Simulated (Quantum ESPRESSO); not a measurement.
MgO in Quantum ESPRESSO: the effect of functional

The system is MgO.

```
Mg O
1.0
     0.00000    2.09700    2.09700
     2.09700    0.00000    2.09700
     2.09700    2.09700    0.00000
Mg O
1 1
Cartesian
  0.0000 0.0000 0.0000
  2.0970 2.0970 2.0970
```

The cell is a database's computed one.

Alike in all runs:

```yaml
Program: Quantum ESPRESSO 7.5
Task: phonons
Cutoff: 1143 eV
Density_cutoff: 4572 eV
k_mesh: 6 × 6 × 6, shifted
Occupations: fermi-dirac, width 0.05 eV
Spin: no spin polarisation
```

Each run relaxes the cell or the atoms first.

Problem. One run gave: relaxed volume 9.00 Å³/atom; dielectric constant 3.17 mean. Which functional did it use?
A. LDA
B. vdW-DF-cx
C. BLYP
D. WC
E. PBE

Solution. A.

| functional | potentials or basis | relaxed volume (Å³/atom) | dielectric constant (mean) |
| --- | --- | --- | --- |
| LDA | PseudoDojo 0.4.1 SR LDA standard | 9.00 | 3.17 |
| PBE | PseudoDojo 0.4.1 SR PBE standard | 9.61 | 3.23 |
| PBEsol | PseudoDojo 0.4.1 SR PBEsol standard | 9.35 | 3.23 |
| WC | PseudoDojo 0.4.1 SR PBE standard | 9.40 | 3.24 |
| RPBE | PseudoDojo 0.4.1 SR PBE standard | 9.87 | 3.22 |
| BLYP | PseudoDojo 0.4.1 SR PBE standard | 9.76 | 3.15 |
| vdW-DF-cx | PseudoDojo 0.4.1 SR PBE standard | 9.47 | 3.19 |

Caveats: the potentials were made for another functional, which shifts forces and pressure (some runs); the acoustic modes lie far from zero, so the frequencies are unreliable (some runs); before the sum rule the acoustic modes lie tens of cm⁻¹ from zero, a sign that the density grid also shifts the optical modes (some runs).
